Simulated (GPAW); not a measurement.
Wanted: an ASE script for a GPAW 26.7.0 run.

* Task: one-shot levels of the hybrid HSE06
* Functional: PBE
* Potentials or basis: GPAW PAW data sets (gpaw-data 1.2.1)
* Cutoff: 600 eV
* Basis: pw
* k mesh: 6 × 6 × 6
* Occupations: fermi-dirac, width 0.05 eV
* Spin: no spin polarisation
* Maxiter: 150
* hybrids on these orbitals: ["HSE06", "YS-PBE0", "B3LYP"]
* Oneshot functional: HSE06

The structure of BAs lies in BAs.cif:

```cif
data_BAs
_cell_length_a 3.37784909
_cell_length_b 3.37784909
_cell_length_c 3.37784909
_cell_angle_alpha 60.00000000
_cell_angle_beta 60.00000000
_cell_angle_gamma 60.00000000
_space_group_name_H-M_alt 'P1'
_space_group_name_Hall 'P 1'
_space_group_IT_number 1
loop_
_space_group_symop_operation_xyz
'x,y,z'
loop_
_atom_site_label
_atom_site_type_symbol
_atom_site_symmetry_multiplicity
_atom_site_Wyckoff_symbol
_atom_site_fract_x
_atom_site_fract_y
_atom_site_fract_z
_atom_site_occupancy
As1 As 1 a 0.7500000000 0.7500000000 0.7500000000 1
B1 B 1 a 0.0000000000 0.0000000000 0.0000000000 1
```

One way to write it, as run:

run.py

```python
import numpy as np
from ase.dft.bandgap import bandgap
from ase.io import read, write
from ase.units import GPa
from gpaw import GPAW, PW
from gpaw.hybrids import NonSelfConsistentHybridXCCalculator
from gpaw.hybrids.energy import non_self_consistent_energy

atoms = read('BAs.cif')

calc = GPAW(mode=PW(600),
            xc='PBE',
            kpts={'size': (6, 6, 6), 'gamma': True},
            occupations={'name': 'fermi-dirac', 'width': 0.05},
            nbands=13,
            convergence={'density': 1e-05, 'energy': 1e-05, 'bands': 9, 'eigenstates': 1e-07},
            maxiter=150,
            txt='gpaw.txt')
atoms.calc = calc
energy = atoms.get_potential_energy()
forces = atoms.get_forces()
stress = atoms.get_stress()
calc.write('gs.gpw')
write('result.traj', atoms)
print(f'Energy: {energy:.6f} eV')
print('Forces (eV/A):')
print(forces.round(4))
print('Stress (GPa):', (stress / GPa).round(3))
print('Fermi level:', round(calc.get_fermi_level(), 4), 'eV')
print(f'Gap: {bandgap(calc)[0]:.4f} eV, direct: {bandgap(calc, direct=True)[0]:.4f} eV')

for xc in ['HSE06', 'YS-PBE0', 'B3LYP']:
    e = non_self_consistent_energy(calc, xc).sum()
    print(f'{xc} energy on these orbitals: {e:.6f} eV')
    nsc = NonSelfConsistentHybridXCCalculator.from_dft_calculation(
        calc.dft, xc, log=f'levels-{xc}.txt')
    dft_skn, hyb_skn = nsc.calculate(calc.dft.ibzwfs, 0, 9)
    np.savetxt(f'levels-{xc}.dat', hyb_skn.reshape((-1, hyb_skn.shape[-1])), fmt='%.4f')
```

Potentials or basis: GPAW PAW data sets (gpaw-data 1.2.1), pw.

The run is started by

```console
$ OMP_NUM_THREADS=1 python run.py
```

It gave:

| Quantity | Value |
| --- | --- |
| Pressure | 3.4 GPa |
| Band gap on the k mesh | 1.28 eV, indirect (least direct gap 3.29 eV) |
| Band gap of the one-shot hybrid | 1.94 eV |
| Direct band gap of the one-shot hybrid | 4.10 eV |

Caveat: the k mesh is coarse; the cutoff is short for stress and forces, so pressures can be off by a GPa or more; energy and the plain gap are those of the semilocal run; the hybrids' values are one shot on its orbitals and mesh.

Wall time 4.4 min on 1 thread of Arm Neoverse V1, with other jobs on the host, peak memory 0.37 GiB.
